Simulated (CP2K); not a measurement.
The system is MoS2.

```xyz
6
Lattice="3.1690 0.0000 0.0000 -1.5845 2.7444 0.0000 0.0000 0.0000 12.3240" Properties=species:S:1:pos:R:3 pbc="T T T"
Mo    1.5845    0.9148    9.2430
Mo    0.0000    1.8296    3.0810
S     1.5845    0.9148    4.6461
S     0.0000    1.8296   10.8081
S     1.5845    0.9148    1.5159
S     0.0000    1.8296    7.6779
```

Base run:

```yaml
Program: CP2K 2026.2
Functional: PBE
Dispersion: D3(BJ)+ATM
Potentials_or_basis: POTENTIAL_UZH Mo GTH-PBE-q14, S GTH-PBE-q6; DZVP-MOLOPT-PBE-GTH basis
Density_cutoff: 6123 eV
k_mesh: 10 × 10 × 3
Occupations: fermi-dirac, width 0.05 eV
Spin: no spin polarisation
```

Its results: band gap on the k mesh 0.96 eV, indirect (least direct gap 1.91 eV); pressure 0.6 GPa; largest force 0.178 eV/Å.

Question: The run is repeated on the same cell with these changes: dispersion from D3(BJ)+ATM to D2. What comes out?

Answer: Band gap on the k mesh 0.96 eV, indirect (least direct gap 1.91 eV); pressure 3.1 GPa; largest force 0.179 eV/Å.

Caveats: an odd mesh through Γ misses points on the zone boundary, where band edges often lie; the basis of atomic orbitals isn't converged, which shifts pressures, moduli and gaps.
